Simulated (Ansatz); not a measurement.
# HfO2 under changes of volume

One of the cells (12.378 Å³/atom); the others are scaled copies at fixed shape and fractional positions:

```xyz
6
Lattice="4.8135 0.0000 0.0000 0.0000 4.8135 0.0000 0.0000 0.0000 3.2054" Properties=species:S:1:pos:R:3 pbc="T T T"
Hf    2.4068    2.4068    1.6027
Hf    0.0000    0.0000    0.0000
O     3.8751    0.9384    1.6027
O     3.3452    3.3452    0.0000
O     1.4683    1.4683    0.0000
O     0.9384    3.8751    1.6027
```

Measurements of this composition are mostly on another form, of space group No. 14.

```yaml
Program: Ansatz 0.2.0
Functional: PBEsol
Potentials_or_basis: all-electron LAPW, scalar-relativistic
Cutoff: 430 eV (chosen from the basis error)
Basis_error_allowed: 0.001 eV/atom
k_mesh: 6 × 6 × 8
Occupations: fermi-dirac, width 0.05 eV
Spin: no spin polarisation
```

| volume (Å³/atom) | energy over the lowest point (meV/atom) | pressure (GPa) | gap on the mesh (eV) | largest force (eV/Å) |
| --- | --- | --- | --- | --- |
| 11.636 | 45.50 | 18.6 | 4.16 | 0.237 |
| 11.883 | 21.60 | 12.4 | 4.08 | 0.158 |
| 12.131 | 6.73 | 6.9 | 4.00 | 0.084 |
| 12.378 | 0.00 | 1.9 | 3.92 | 0.016 |
| 12.626 | 0.61 | -2.6 | 3.85 | 0.048 |
| 12.873 | 7.84 | -6.7 | 3.78 | 0.108 |
| 13.121 | ? | ? | ? | ? |

Task: What does the run at 13.121 Å³/atom give?

Result: Energy over the lowest point 21.03 meV/atom; pressure -10.3 GPa; gap on the mesh 3.71 eV; largest force 0.163 eV/Å.

Worked out: A Birch-Murnaghan fit of order 3 (a polynomial in V^(-2/3)) to the other rows has its minimum at 12.48 Å³/atom with B0 = V·E''(V) = 229 GPa and B' = 4.2 at fixed shape and positions, which overstates the stiffness. It gives 21.06 meV/atom at 13.121 Å³/atom, against the run's 21.03, and -dE/dV = -10.3 GPa, against -10.3. A straight line through the other rows of the gap, of slope -3.78 eV per unit of ln V (its deformation potential), extrapolates to 3.70 eV, against the run's 3.71.

Energies are extrapolated to zero smearing.

Caveats: spin-orbit coupling is left out, which moves the levels of the heavy elements.

A mesh can miss the band edges.
